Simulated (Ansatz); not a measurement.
Is this Cd2Te3 stable against decomposition?

These are results of DFT PBE, scalar-relativistic, plane waves, PAW (Ansatz), not measurements. All cells share a 420 eV cutoff and Γ-centred k meshes spaced at most about 0.3 Å⁻¹ (about 0.25 or finer for metals, 2π included). No spin polarisation.

Energies over the elements count from the elements' standard structures at the same level, with no fitted energy shifts.

Temperature and zero-point effects are left out. Spin–orbit coupling, which can matter for Te, is left out. The reference form of Te is held partly by dispersion forces, which this level lacks.

The competitors are the elements and 1 reference phase of this chemical system (from databases or known types: CdTe), relaxed at the same level; other known phases may be missing.

The candidate was reached from: In2S3 type (R-3c).

Space group R-3c:H (No. 167). a = 7.173 Å, b = 7.173 Å, c = 22.227 Å, α = 90.00°, β = 90.00°, γ = 120.00°
```
atom  site  symmetry       x       y       z
  Cd   12c        3. 0.6667  0.3333  0.1906
  Te   18e        .2  0.9457  0.6124  0.0833
```

Task: Is it stable, and against what?

Result: Not stable. Its formation energy is -0.050 eV/atom. The lowest competing mixture at this composition is this:

```csv
phase,space group,source,share of atoms,ΔE_f (eV/atom)
Te,-,element,0.2000,0.000
CdTe,F-43m (No. 216),COD,0.8000,-0.464
```

The mixture lies at -0.371 eV/atom, and the candidate lies 0.32 eV/atom above it. The candidate matches no cell in the subsets of the Crystallography Open Database and the Materials Project at hand. The margin is far too high for a likely synthesis. It has the corundum type.
